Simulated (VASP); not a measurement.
Set up this calculation in VASP 6.6.1, as the native input.

| Quantity | Value |
| --- | --- |
| Task | single point |
| Functional | PBE |
| Potentials or basis | VASP PAW PBE potentials, release 64 (Zr_sv, C) |
| Cutoff | 520 eV |
| k mesh | 7 × 7 × 7 |
| Occupations | fermi-dirac, width 0.03 eV |
| Spin | no spin polarisation |
| Dipole correction | no |
| Further INCAR settings | ALGO = Normal; EDIFF = 1e-06; NBANDS = 15 |

The structure of ZrC lies in POSCAR:

```
ZrC
1.0
    0.0000000000      2.3650000000      2.3650000000
    2.3650000000      0.0000000000      2.3650000000
    2.3650000000      2.3650000000      0.0000000000
Zr C
1 1
Direct
    0.5000000000      0.5000000000      0.5000000000
    0.0000000000      0.0000000000      0.0000000000
```

These files were run (other wordings do the same):

INCAR

```
SYSTEM = ZrC
PREC = Accurate
ENCUT = 520
EDIFF = 1E-6
ISMEAR = -1
SIGMA = 0.03
LREAL = .FALSE.
LASPH = .TRUE.
NELM = 100
ALGO = Normal
ISIF = 2
LWAVE = .FALSE.
LCHARG = .TRUE.
GGA = PE
LELF = .TRUE.
LVHAR = .TRUE.
NBANDS = 15
```

KPOINTS

```
Automatic mesh
0
G
  7 7 7
  0 0 0
```

Potentials or basis: VASP PAW PBE potentials, release 64 (Zr_sv, C).

Launch:

```console
$ cat potpaw_PBE.64/Zr_sv/POTCAR potpaw_PBE.64/C/POTCAR > POTCAR
$ mpirun -np 1 vasp_std > vasp.out
```

Results of the run:

```json
{
  "Pressure": "-2.7 GPa",
  "Band gap on the k mesh": "none (metal or under the smearing width)"
}
```

It took 14 s on 1 thread of Intel(R) Xeon(R) Platinum 8488C (Sapphire Rapids) (shared host), peak memory 0.15 GiB.
